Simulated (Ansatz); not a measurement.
GdN: frozen-core PAW against all-electron methods

```yaml
crystal:
  lattice:
    - [0.00000, 2.49950, 2.49950]
    - [2.49950, 0.00000, 2.49950]
    - [2.49950, 2.49950, 0.00000]
  atoms:
    - { symbol: Gd, position: [0.00000, 0.00000, 0.00000] }
    - { symbol: N, position: [0.50000, 0.50000, 0.50000] }
```

Atom numbers follow the list: Gd1, N2.

The cell is COD entry 9008638, as deposited and not checked against the literature; nothing was relaxed.

Semilocal functionals without a Hubbard term describe localised f shells poorly; where the shell is localised, the real material differs.

The magnetic state is the one reached from the start moments; no search over orders was made, so it needn't be the ground state.

Spin–orbit coupling is left out, though it moves levels of the heavy atoms by tenths of an eV or more.

Methods: DFT, PBE, PAW with Ansatz's default frozen-core files, scalar-relativistic (Ansatz 0.2.0); DFT, PBE, all-electron PAW with datasets made for the crystal, scalar-relativistic (Ansatz 0.2.0); DFT, PBE, all-electron LAPW, scalar-relativistic (Ansatz 0.2.0).

For PAW: a Γ-centred 13×13×13 k mesh, Fermi–Dirac smearing of 0.05 eV, cutoff 420 eV, spin-polarised from start moments Gd1 7 μB. The crystal-made all-electron datasets (AE datasets) take a cutoff of 300 eV at this cell. LAPW targets a basis error of 0.5 meV/atom. The Ansatz runs share mesh, smearing and spin set-up. Plane-wave (PAW) pressures include the program's estimate of the Pulay term.

Stress and pressure are positive in compression.

Levels count from the Fermi level.

| quantity | PAW | AE datasets | LAPW |
| --- | --- | --- | --- |
| pressure (GPa) | -1.31 | -1.29 | -1.29 |
| moment of the cell (μB) | 7.000 | 7.000 | 7.000 |
| highest filled spin-up level at U (eV) | -1.374 | -1.373 | -1.373 |
| lowest empty spin-up level at U (eV) | 1.911 | 1.911 | 1.911 |
| highest filled spin-up level at X (eV) | -0.266 | -0.267 | -0.267 |
| lowest empty spin-up level at X (eV) | 6.365 | 6.365 | 6.365 |
| highest filled spin-up level at Γ (eV) | -3.193 | -3.186 | -3.186 |
| lowest empty spin-up level at Γ (eV) | 0.184 | 0.184 | 0.184 |
